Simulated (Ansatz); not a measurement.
# Si: the cost of one run

Program: Ansatz 0.2.0. Level of theory: DFT PBE, scalar-relativistic, plane waves, PAW. These are calculated values, not measurements.

4 further runs of the same task are left out: 2 that didn't finish, 2 set aside as unsound or not needed.

## 1. Starting point

The structure is cubic, space group Fd-3m (No. 227). Conventional cell: a = 5.470 Å, b = 5.470 Å, c = 5.470 Å, α = 90.00°, β = 90.00°, γ = 90.00°. Around Si (site symmetry -43m) lie 4 Si at 2.37 Å.

Coordinates:

```cif
data_structure
_symmetry_space_group_name_H-M 'P 1'
_symmetry_Int_Tables_number 1
_cell_length_a 3.8679
_cell_length_b 3.8679
_cell_length_c 3.8679
_cell_angle_alpha 60.000
_cell_angle_beta 60.000
_cell_angle_gamma 60.000
_cell_volume 40.92
loop_
_atom_site_label
_atom_site_type_symbol
_atom_site_fract_x
_atom_site_fract_y
_atom_site_fract_z
_atom_site_occupancy
Si1 Si 0.75000 0.75000 0.75000 1
Si2 Si 0.50000 0.50000 0.50000 1
```

It goes back to an entry of the Materials Project.

This cell was relaxed beforehand with the same method: volume 20.46 Å³/atom, gap on the mesh 0.65 eV.

## 2. Band edges and mean potential of the bulk

input.yaml reads:

```yaml
crystal:
  lattice:
    - [0.0, 2.7350468793, 2.7350468793]
    - [2.7350468793, 0.0, 2.7350468793]
    - [2.7350468793, 2.7350468793, 0.0]
  atoms:
    - { symbol: Si, position: [0.75, 0.75, 0.75] }
    - { symbol: Si, position: [0.5, 0.5, 0.5] }
basis:
  ecutwfc: 420
kpoints:
  mp_grid: { grid: [8, 8, 8] }
  band_path: { path: [VBM, CBM], npoints: 2 }
hamiltonian:
  xc: pbe
scf:
  occupations: { method: gaussian, width: 0.02 }
output:
  forces: true
  stress: true
  eigenvalues: true
```

Command:

```sh
ansatz run input.yaml --threads 4 --pin off --max-ram 8192MiB --backend cpu --events-out ev --progress --plain --runs-dir out
```

**Question.** How long does this run take on 4 threads of Arm Neoverse V1, shared host, and how much memory does it need?

About 1.1 s, with a peak of 0.27 GiB.
